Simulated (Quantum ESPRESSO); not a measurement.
The system is MoS2.

```
Mo S
1.0
     1.58000    0.91221    6.15000
    -1.58000    0.91221    6.15000
     0.00000   -1.82443    6.15000
Mo S
1 2
Direct
  0.00000 0.00000 0.00000
  0.41700 0.41700 0.41700
  0.25000 0.25000 0.25000
```

Measurements of this composition are mostly on another form, of space group No. 194.

Base run:

| Property | Result |
| --- | --- |
| Program | Quantum ESPRESSO 7.5 |
| Functional | PBEsol |
| Potentials or basis | PseudoDojo 0.4.1 SR PBEsol standard |
| Cutoff | 1088 eV |
| Density cutoff | 4354 eV |
| k mesh | 8 × 8 × 8 |
| Occupations | fixed |
| Spin | no spin polarisation |

Its results: band gap on the k mesh, mean-field level 0.99 eV, indirect (least direct gap 2.03 eV).

Task: The run is repeated on the same cell with these changes: k mesh from 8 × 8 × 8 to 10 × 10 × 10. What comes out?

Result: Band gap on the k mesh, mean-field level 0.91 eV, indirect (least direct gap 1.96 eV).

A k mesh can miss the band edges.

Not every run made on this cell is shown here.
